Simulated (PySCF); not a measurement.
# C2H2Cl2: the cost of one run

The runs use PySCF 2.14.0, with density-fitted response routines of our own; the level of theory stands in each step. All values are computed, except where a source is named. Atoms are numbered from 0 throughout.

## Step 1: The starting structure

6 atoms, charge 0, multiplicity 1; geometry from: MMFF94s.

Bonds of the start (Å): Cl0–C1 1.71, C1–C2 1.33, C2–Cl3 1.71, C1–H4 1.08, C2–H5 1.08.

## Step 2: Relaxing the molecule at PBE0-D3(BJ)/def2-SVP

Job settings and geometry (Å):

```
{"job": {"xc": "PBE0", "basis": "def2-SVP", "d3": "d3bj", "grid": 1, "kind": "geom"}, "charge": 0, "multiplicity": 1}
Cl     1.709643     1.165132     0.006687
C      0.658930    -0.187086    -0.004515
C     -0.671681    -0.134364     0.000978
Cl    -1.611985     1.296743     0.020400
H      1.208040    -1.119760    -0.016937
H     -1.292946    -1.020664    -0.006613
```

Launch:

```sh
> OMP_NUM_THREADS=1 python probes_run.py task.json out
```

This one command runs all jobs of the session in turn.

Q: Estimate the wall time of this first job on 1 thread of Intel Xeon 6975P-C, shared host.

About 10 s.
